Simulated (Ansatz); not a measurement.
A 4-atom cell of AlN started from a crystallographic database (r2SCAN geometry), in Ansatz:

Space group P6_3mc (No. 186). a = 3.107 Å, b = 3.107 Å, c = 4.979 Å, α = 90.00°, β = 90.00°, γ = 120.00°
```json
{"atom": "Al", "site": "2b", "symmetry": "3m.", "x": "0.3333", "y": "0.6667", "z": "0.9992"}
{"atom": "N", "site": "2b", "symmetry": "3m.", "x": "0.3333", "y": "0.6667", "z": "0.3808"}
```

G0W0@PBE with 156 empty bands, a screening cutoff of 140 eV and a 6×6×4 mesh (PAW, contour deformation) gives 5.876 eV over the mesh points, from a PBE gap of 4.232 eV; it sums over 164 bands with 147 plane waves in the screening and a wave cutoff of 420 eV. G0W0 here is at a finite number of bands, screening cutoff and k mesh, not at the basis limit. Calculated for a static, non-magnetic cell.

Question: Estimate the gap with starting point LDA.

Answer: 5.883 eV (+0.007 eV), from a Kohn-Sham gap of 4.259 eV.

Question: Another run gave a Kohn-Sham gap of 4.232 eV and a G0W0 gap of 5.943 eV, summing over 295 bands with 287 plane waves in the screening and a wave cutoff of 420 eV. What was changed?

Answer: Empty bands 287, screening cutoff 210 eV. The counts of bands and plane waves show that both rose or fell; the cutoff follows only within a few eV.

Question: Another run gave a Kohn-Sham gap of 4.880 eV and a G0W0 gap of 6.227 eV, summing over 164 bands with 147 plane waves in the screening and a wave cutoff of 500 eV. What was changed?

Answer: Starting point r2SCAN, with them a wave cutoff of 500 eV. The Kohn-Sham gap has moved while bands and screening basis stay; the higher wave cutoff is that of a meta-GGA.

Question: Estimate the gap with frequency model Godby-Needs pole.

Answer: 5.818 eV (-0.058 eV), from a Kohn-Sham gap of 4.232 eV.
